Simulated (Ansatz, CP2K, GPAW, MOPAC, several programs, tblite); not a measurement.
# What cheap methods get right for BaTiO3

Aim: run BaTiO3 through methods of unlike cost and see what each gets, and at what price.

Computed with MOPAC, CP2K, Ansatz, GPAW (versions at each run) (no spin polarisation, static lattice; gaps from single points on the cell relaxed beforehand with r²SCAN, unless a step's input says otherwise).

## 1. Starting point

It takes space group R3m (No. 160, trigonal). The conventional cell has a = 5.680 Å, b = 5.680 Å, c = 6.994 Å, α = 90.00°, β = 90.00°, γ = 120.00°. Ba (site symmetry 3m) has 12 O at 2.78 to 2.93 Å as nearest neighbours. Ti (site symmetry 3m) has 6 O at 1.87 to 2.16 Å as nearest neighbours. O (site symmetry m) has 2 Ti at 1.87 to 2.16 Å as nearest neighbours.

Structure file:

```
CELL_PARAMETERS angstrom
2.84000 1.63967 2.33135
-2.84000 1.63967 2.33135
0.00000 -3.27935 2.33135
ATOMIC_POSITIONS crystal
Ba 0.99679 0.99679 0.99679
Ti 0.48333 0.48333 0.48333
O 0.50983 0.50983 0.01942
O 0.01942 0.50983 0.50983
O 0.50983 0.01942 0.50983
```

**Question.** The methods are PM6, PM7, PBE/DZVP, PBE/SZV, coarse PBE, GLLB-SC, PBE, r2SCAN. What gap does r2SCAN give on this cell, and which other methods (full PBE left aside) come nearest to r2SCAN and farthest in gap, volume and bulk modulus?

| quantity | value |
| --- | --- |
| r2SCAN | gap 2.87 eV, 13.03 Å³/atom, B₀ 173 GPa |
| gap: nearest and farthest of the other methods | PM6 (+0.26 eV), GLLB-SC (+1.70 eV) |
| volume: nearest and farthest of the other methods | PBE/DZVP (+3.1 %), PBE/SZV (+8.8 %) |
| bulk modulus: nearest and farthest of the other methods | PBE/DZVP (-9 %), PM7 (+49 %) |

What this shows: Among the 6 methods compared for the gap (full PBE left aside), PM6 is nearest to r2SCAN and GLLB-SC farthest. For the volume, of the 3 methods compared (full PBE left aside), PBE/DZVP comes nearest to r2SCAN and PBE/SZV is farthest. Among the 3 methods compared for the bulk modulus (full PBE left aside), PBE/DZVP is nearest to r2SCAN and PM7 farthest. A minimal basis or a coarse cutoff and mesh shifts results by its own error, so closeness to r2SCAN can be chance. Cluster runs see only the k-points that fold onto the zone centre, so their gaps can miss the band edges. GLLB-SC is compared with its derivative discontinuity added. No volume is given for PM6, coarse PBE, which can hide a larger miss. CPU times run from 0.65 s (coarse PBE) to 3.6 min (PM6). On this cell PM6, PM7, PBE/DZVP, PBE/SZV, GLLB-SC cost more than r2SCAN itself (7.7 s), so they are no saving here. A cluster method computes far more atoms than the primitive cell, so on a small crystal it can cost more than plane waves. r2SCAN is a yardstick, not the truth: it usually gives gaps below the measured ones. Spin-orbit coupling is left out throughout.
